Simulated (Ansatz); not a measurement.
NiO, 2 atoms in the cell. It takes space group Fm-3m (No. 225, cubic). The conventional cell has a = 4.172 Å, b = 4.172 Å, c = 4.172 Å, α = 90.00°, β = 90.00°, γ = 90.00°. Ni (site symmetry m-3m) has 6 O at 2.09 Å as nearest neighbours. Around O (site symmetry m-3m) lie 6 Ni at 2.09 Å. 

| Item | Value |
| --- | --- |
| Program | Ansatz 0.2.0 |
| Task | band structure |
| Functional | BPBE |
| Potentials or basis | Ansatz PAW |
| Cutoff | 420 eV (not typed: the program's choice for these potentials) |
| k mesh | 11 × 11 × 11 |
| Occupations | fermi-dirac, width 0.05 eV |
| Spin | collinear spin, ferromagnetic start |
| Starting moments | [1.0, 0.0] μB |
| Path | [["G", "X", "W", "K", "G", "L", "U", "W", "L", "K"], ["U", "X"]] |
| Points for each segment of the path | 14 |

Potentials or basis: Ansatz PAW.

Launch:

```bash
$ ansatz run input.yaml --threads 2 --pin off --max-ram 5120MiB --backend cpu --events-out ev --progress --plain --runs-dir out
```

Hardware: 2 threads of Arm Neoverse V1, on a shared host.

Problem. Estimate the wall time of this run.

Solution. Wall time 4.6 s on 2 threads of Arm Neoverse V1, on a shared host, peak memory 0.29 GiB. Counts: scf iterations 15, plane waves 339, k points 56, bands 18.
